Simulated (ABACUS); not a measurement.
Runs of ABACUS 3.10.1 on TaN. It takes space group Fm-3m (No. 225, cubic). The conventional cell has a = 4.423 Å, b = 4.423 Å, c = 4.423 Å, α = 90.00°, β = 90.00°, γ = 90.00°. Ta (site symmetry m-3m) is surrounded by 6 N at 2.21 Å. Around N (site symmetry m-3m) lie 6 Ta at 2.21 Å. The cell comes from a database or a generator and needn't be the stable form of this composition.

```csv
task,level,potentials or basis,cell,k mesh,cutoff (eV),radial cutoff of the potentials (pseudo_rcut),path,points for each segment of the path,SCF threshold on the density,eigensolver,gap on the mesh (eV),pressure (GPa)
single point,PBE,"PseudoDojo NC SR 0.4.1 PBE standard, TZDP LCAO (the cutoffs set its grid)",as given,9 × 9 × 9,1361,7 bohr,-,-,1e-07,genelpa,none,(a)
single point,PBEsol,"PseudoDojo NC SR 0.4.1 PBEsol standard, plane waves",as given,10 × 10 × 10,1143,7 bohr,-,-,1e-08,dav,none,-11.1
relaxation of cell and atoms,PBE,"PseudoDojo NC SR 0.4.1 PBE standard, TZDP LCAO (the cutoffs set its grid)",relaxed,9 × 9 × 9,1361,7 bohr,-,-,1e-07,genelpa,-,0.0
single point,PBE,"PseudoDojo NC SR 0.4.1 PBE standard, plane waves",as given,10 × 10 × 10,1143,10 bohr,-,-,1e-08,dav,none,-1.6
```

Alike in all rows: no spin polarisation; smearing fermi-dirac 0.05 eV.

Question: Estimate the missing entries.

Answer: (a) -1.1.

Caveats: the atomic orbitals were generated for these runs and aren't a published set (some runs); the basis of atomic orbitals isn't converged, which shifts pressures, moduli and gaps (some runs).

A k mesh can miss the band edges, and the runs leave out spin-orbit coupling on Ta.

A gap of «none» marks a metal or a gap under the smearing width.

Not every run made on this cell is shown here.
